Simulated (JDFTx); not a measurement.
K:

```
K
1.0
    -2.69756    2.69756    2.69756
     2.69756   -2.69756    2.69756
     2.69756    2.69756   -2.69756
K
1
Direct
  0.00000 0.00000 0.00000
```

```yaml
Program: JDFTx 1.7.0 (patched build)
Task: relaxation of cell and atoms
Functional: PBE
Potentials_or_basis: PseudoDojo-SR-PBE-0.5-stringent with smoothed tails
Cutoff: 1007 eV
Density_cutoff: 4027 eV
k_mesh: 7 × 7 × 7
Occupations: fermi-dirac, width 0.05 eV
Spin: no spin polarisation
```

At the start: pressure -0.2 GPa; volume 78.52 Å³/atom.

Question: Where does the relaxation end?

Answer: Over 5 steps the energy falls by 3.3 meV/atom and the volume is 73.61 Å³/atom (-6.3 %); space group Im-3m (No. 229, to 0.05 Å).

The path:
```csv
step,energy change (eV),largest force (eV/Å),pressure (GPa),volume (Å³)
1,0.0000,0.0000,-0.20,78.52
2,-0.0005,0.0000,-0.19,78.11
3,-0.0033,0.0000,0.01,73.49
4,-0.0033,0.0000,0.00,73.61
5,-0.0033,0.0000,0.00,73.61
```

Final structure:
```cif
data_structure
_symmetry_space_group_name_H-M 'P 1'
_symmetry_Int_Tables_number 1
_cell_length_a 4.5728
_cell_length_b 4.5728
_cell_length_c 4.5728
_cell_angle_alpha 109.471
_cell_angle_beta 109.471
_cell_angle_gamma 109.471
_cell_volume 73.61
loop_
_atom_site_label
_atom_site_type_symbol
_atom_site_fract_x
_atom_site_fract_y
_atom_site_fract_z
_atom_site_occupancy
K1 K 0.00000 0.00000 0.00000 1
```

Caveat: the plane waves are those of the starting cell, so after so large a change of volume the result is rough.
